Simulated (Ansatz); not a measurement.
Input, command and steps of an Ansatz relaxation.

```yaml
crystal:
  lattice:
    - [2.8681892073, 1.6559498109, 2.354451233]
    - [-2.8681892073, 1.6559498109, 2.354451233]
    - [0.0, -3.3118996219, 2.354451233]
  atoms:
    - { symbol: Ba, position: [-0.0031985012, -0.0031985012, -0.0031985012] }
    - { symbol: Ti, position: [0.4833434637, 0.4833434637, 0.4833434637] }
    - { symbol: O, position: [0.5098165604, 0.5098165604, 0.0194219166] }
    - { symbol: O, position: [0.0194219166, 0.5098165604, 0.5098165604] }
    - { symbol: O, position: [0.5098165604, 0.0194219166, 0.5098165604] }
basis:
  ecutwfc: 500
kpoints:
  mp_grid: { grid: [6, 6, 6] }
hamiltonian:
  xc: r2scan
scf:
  occupations: { method: gaussian, width: 0.02 }
output:
  forces: true
  stress: true
  eigenvalues: true
relax:
  adjacent_minimum: "off"
  f_tol: 0.01
  max_steps: 30
  cell: { stress_tol: 0.1, fix: [volume] }
```

```bash
ansatz run input.yaml --threads 1 --pin off --max-ram 2560MiB --backend cpu --events-out ev --progress --plain --runs-dir out
```

These are results of DFT r2SCAN, scalar-relativistic, plane waves, PAW (Ansatz), not measurements.

The volume is held at 1.03 times that of the relaxed cell.

Of 7 frames 6 are shown, positions in Å and forces in eV/Å; the SCF threshold varies from step to step. Steps run on the plane waves of an earlier cell, with a Pulay correction in the pressure. The basis is chosen afresh for the last frame, the zero of the energies, and at times for earlier ones too; energy and pressure step there, also at an unchanged geometry.

```xyz
5
Lattice="2.8682 1.6560 2.3545 -2.8682 1.6560 2.3545 0.0000 -3.3119 2.3545" Properties=species:S:1:pos:R:3:forces:R:3 pbc="T T T" step=1 free_energy_over_end_meV_per_atom=2.15 pressure_GPa=-4.80
Ba    0.0000    0.0000   -0.0226    0.0000    0.0000   -0.0259
Ti    0.0000    0.0000    3.4140    0.0000    0.0000   -0.3262
O     0.0000    1.6241    2.4464    0.0000   -0.2037    0.1174
O    -1.4065   -0.8121    2.4464    0.1764    0.1018    0.1174
O     1.4065   -0.8121    2.4464   -0.1764    0.1018    0.1174
5
Lattice="2.8678 1.6557 2.3551 -2.8678 1.6557 2.3551 0.0000 -3.3114 2.3551" Properties=species:S:1:pos:R:3:forces:R:3 pbc="T T T" step=2 free_energy_over_end_meV_per_atom=1.71 pressure_GPa=-4.42
Ba    0.0000    0.0000   -0.0395    0.0000    0.0000    0.0958
Ti    0.0000    0.0000    3.4195    0.0000    0.0000   -0.4012
O     0.0000    1.6171    2.4513    0.0000   -0.0898    0.1019
O    -1.4004   -0.8085    2.4513    0.0778    0.0449    0.1019
O     1.4004   -0.8085    2.4513   -0.0778    0.0449    0.1019
5
Lattice="2.8678 1.6557 2.3551 -2.8678 1.6557 2.3551 0.0000 -3.3115 2.3551" Properties=species:S:1:pos:R:3:forces:R:3 pbc="T T T" step=3 free_energy_over_end_meV_per_atom=0.99 pressure_GPa=-4.09
Ba    0.0000    0.0000   -0.0343    0.0000    0.0000    0.0483
Ti    0.0000    0.0000    3.4124    0.0000    0.0000   -0.3105
O     0.0000    1.6146    2.4518    0.0000   -0.0503    0.0874
O    -1.3983   -0.8073    2.4518    0.0436    0.0252    0.0874
O     1.3983   -0.8073    2.4518   -0.0436    0.0252    0.0874
5
Lattice="2.8655 1.6544 2.3588 -2.8655 1.6544 2.3588 0.0000 -3.3088 2.3588" Properties=species:S:1:pos:R:3:forces:R:3 pbc="T T T" step=4 free_energy_over_end_meV_per_atom=0.10 pressure_GPa=-3.00
Ba    0.0000    0.0000   -0.0292    0.0000    0.0000   -0.0390
Ti    0.0000    0.0000    3.3959    0.0000    0.0000   -0.0015
O     0.0000    1.6090    2.4613    0.0000    0.0551    0.0134
O    -1.3934   -0.8045    2.4613   -0.0477   -0.0275    0.0134
O     1.3934   -0.8045    2.4613    0.0477   -0.0275    0.0134
5
Lattice="2.8657 1.6545 2.3585 -2.8657 1.6545 2.3585 0.0000 -3.3091 2.3585" Properties=species:S:1:pos:R:3:forces:R:3 pbc="T T T" step=5 free_energy_over_end_meV_per_atom=0.02 pressure_GPa=-3.08
Ba    0.0000    0.0000   -0.0332    0.0000    0.0000   -0.0176
Ti    0.0000    0.0000    3.3952    0.0000    0.0000   -0.0086
O     0.0000    1.6116    2.4623    0.0000    0.0142    0.0088
O    -1.3957   -0.8058    2.4623   -0.0123   -0.0071    0.0088
O     1.3957   -0.8058    2.4623    0.0123   -0.0071    0.0088
5
Lattice="2.8654 1.6544 2.3590 -2.8654 1.6544 2.3590 0.0000 -3.3087 2.3590" Properties=species:S:1:pos:R:3:forces:R:3 pbc="T T T" step=7 free_energy_over_end_meV_per_atom=0.00 pressure_GPa=-3.05
Ba    0.0000    0.0000   -0.0369    0.0000    0.0000    0.0016
Ti    0.0000    0.0000    3.3949    0.0000    0.0000   -0.0011
O     0.0000    1.6126    2.4644    0.0000   -0.0009   -0.0002
O    -1.3965   -0.8063    2.4644    0.0008    0.0005   -0.0002
O     1.3965   -0.8063    2.4644   -0.0008    0.0005   -0.0002
```

The run took 44 s on 1 thread of Intel(R) Xeon(R) 6975P-C (Granite Rapids), on a shared host, peak memory 0.52 GiB.